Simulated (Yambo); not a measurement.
Input of a Yambo 5.3.0 run:

The input bse2.in:

```
optics
bse
bss
rim_cut
em1s
RandQpts= 1000000
RandGvec= 50 RL
Chimod= "HARTREE"
% BndsRnXs
 1 | 33 |
%
NGsBlkXs= 5 Ry
% LongDrXs
 1 | 0 | 0 |
%
BSKmod= "SEX"
BSEmod= "retarded"
BSSmod= "d"
% BSEQptR
 1 | 1 |
%
% BSEBands
 7 | 10 |
%
BSENGexx= 20 Ry
BSENGBlk= 5 Ry
% BEnRange
 0 | 20 | eV
%
% BDmRange
 0.1 | 0.1 | eV
%
BEnSteps= 200
% BLongDir
 1 | 0 | 0 |
%
BSEprop= "abs"
WRbsWF
% KfnQP_E
 0.72 | 1.0 | 1.0 |
%
```

File scf.in:

```
&CONTROL
  calculation = 'scf'
  prefix = 'pwscf'
  outdir = './tmp'
  pseudo_dir = './pseudo'
/
&SYSTEM
  ibrav = 0
  nat = 4
  ntyp = 1
  ecutwfc = 36
  nbnd = 14
  occupations = 'smearing'
  smearing = 'fd'
  degauss = 0.00367493
  force_symmorphic = .true.
/
&ELECTRONS
  conv_thr = 8d-10
  electron_maxstep = 120
  mixing_beta = 0.5
/
ATOMIC_SPECIES
Si    28.0850 Si.upf
CELL_PARAMETERS angstrom
   3.7795365527    0.0000000000    0.0000000000
  -1.8897682764    3.2731746692    0.0000000000
   0.0000000000    0.0000000000    6.2470355356
ATOMIC_POSITIONS crystal
Si     0.6666666667    0.3333333333    0.9369905000
Si     0.3333333333    0.6666666667    0.4369905000
Si     0.6666666667    0.3333333333    0.5630095000
Si     0.3333333333    0.6666666667    0.0630095000
K_POINTS automatic
12 12 4 0 0 0
```

File nscf.in:

```
&CONTROL
  calculation = 'nscf'
  prefix = 'pwscf'
  outdir = './tmp'
  pseudo_dir = './pseudo'
/
&SYSTEM
  ibrav = 0
  nat = 4
  ntyp = 1
  ecutwfc = 36
  nbnd = 158
  occupations = 'fixed'
  force_symmorphic = .true.
/
&ELECTRONS
  conv_thr = 1d-08
  diago_full_acc = .true.
  diago_thr_init = 1d-06
/
ATOMIC_SPECIES
Si    28.0850 Si.upf
CELL_PARAMETERS angstrom
   3.7795365527    0.0000000000    0.0000000000
  -1.8897682764    3.2731746692    0.0000000000
   0.0000000000    0.0000000000    6.2470355356
ATOMIC_POSITIONS crystal
Si     0.6666666667    0.3333333333    0.9369905000
Si     0.3333333333    0.6666666667    0.4369905000
Si     0.6666666667    0.3333333333    0.5630095000
Si     0.3333333333    0.6666666667    0.0630095000
K_POINTS automatic
3 3 4 0 0 0
```

Potentials or basis: PseudoDojo 0.4.1 SR PBEsol standard.

Command:

```bash
$ OMP_NUM_THREADS=1 pw.x -in scf.in > scf.out
$ OMP_NUM_THREADS=1 pw.x -in nscf.in > nscf.out
$ cd tmp/pwscf.save; p2y; mv SAVE ../..; cd ../..
$ OMP_NUM_THREADS=1 yambo
$ mkdir -p bse2; ln -s $PWD/g0w00/ndb.RIM bse2/
$ OMP_NUM_THREADS=1 yambo -F bse2.in -J bse2 -C bse2_out
$ OMP_NUM_THREADS=1 ypp -J bse2 -C bse2_out -e s -b 1
```

(1) Estimate the exciton binding energy.

(2) Predict the lowest exciton energy.

(3) Predict the band gap on the k mesh, mean-field level.

(4) Predict the lowest bright exciton energy.

## Answers

(1) 0.10 eV.

(2) 1.67 eV.

(3) 0.54 eV, indirect (least direct gap 1.05 eV).

(4) 2.81 eV.

Caveat: the k mesh is coarse (spacing up to 0.64 Å⁻¹), so the values aren't converged; this k mesh misses the band edges, so its gaps are larger than the crystal's; the scissor is the correction of the direct gap in an earlier G0W0 run on the same states; exciton energies and binding change strongly with the k mesh and aren't converged on this one; spectra need much finer meshes, so this one isn't converged; an odd mesh through Γ misses points on the zone boundary, where band edges often lie.
